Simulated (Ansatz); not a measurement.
Lu under changes of volume

One of the cells (29.496 Å³/atom); the others are scaled copies at fixed shape and fractional positions:

```xyz
2
Lattice="3.5031 0.0000 0.0000 -1.7515 3.0338 0.0000 0.0000 0.0000 5.5509" Properties=species:S:1:pos:R:3 pbc="T T T"
Lu    1.7516    1.0113    4.1632
Lu    0.0000    2.0225    1.3877
```

```yaml
Program: Ansatz 0.2.0
Functional: PBEsol
Potentials_or_basis: Ansatz PAW
Cutoff: "420 eV (not typed: the program's choice for these potentials)"
k_mesh: 9 × 9 × 5
Occupations: fermi-dirac, width 0.05 eV
Spin: no spin polarisation
```

```csv
volume (Å³/atom),energy over the lowest point (meV/atom),pressure (GPa)
27.727,0.00,-0.4
28.317,3.32,-1.3
28.906,10.07,-2.2
29.496,19.93,-3.0
30.086,32.64,-3.8
30.676,47.94,-4.5
31.266,?,?
```

**Question.** What does the run at 31.266 Å³/atom give?

**Answer.** Energy over the lowest point 65.61 meV/atom; pressure -5.1 GPa.

Worked out: A Birch-Murnaghan fit of order 3 (a polynomial in V^(-2/3)) to the other rows has its minimum at 27.50 Å³/atom, just outside them, with B0 = V·E''(V) = 49 GPa and B' = 3.4 at fixed shape and positions, which overstates the stiffness. It gives 65.59 meV/atom at 31.266 Å³/atom, against the run's 65.61, and -dE/dV = -5.1 GPa, against -5.1.

Energies are extrapolated to zero smearing.

Caveats: the PAW data sets come from PBE, with cores solved anew for the run's functional, which leaves a small shift of forces and pressure.
